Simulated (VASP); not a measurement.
## AlRu: equation of state with PBEsol

The system is AlRu.

```
Ru Al
1.0
     2.99160    0.00000    0.00000
     0.00000    2.99160    0.00000
     0.00000    0.00000    2.99160
Ru Al
1 1
Cartesian
  1.4958 1.4958 1.4958
  0.0000 0.0000 0.0000
```

```
Program                : VASP 6.6.1
Task                   : equation of state
Functional             : PBEsol
Potentials or basis    : VASP PAW PBE potentials, release 64 (Ru_pv, Al)
Cutoff                 : 520 eV
k mesh                 : 9 × 9 × 9
Occupations            : fermi-dirac, width 0.05 eV
Spin                   : no spin polarisation
Ladder                 : free
Further INCAR settings : ALGO = Normal; EDIFF = 1e-07; NBANDS = 16
```

```
Equilibrium volume                      : 13.19 Å³/atom
Bulk modulus                            : 220 GPa
Pressure derivative of the bulk modulus : 4.4
```

Energy against volume, from the lowest point:
```tsv
volume (Å³/atom)	energy (meV/atom)
12.584	20.45
12.851	5.93
13.119	0.00
13.387	1.76
13.655	10.42
13.922	25.27
14.190	45.65
```

All runs of the series together: 100 s on 1 thread of Intel(R) Xeon(R) Platinum 8375C CPU @ 2.90GHz (Ice Lake), with other jobs on the host.

Caveat: the PAW data sets were made with another functional, which shifts forces and pressure a little.
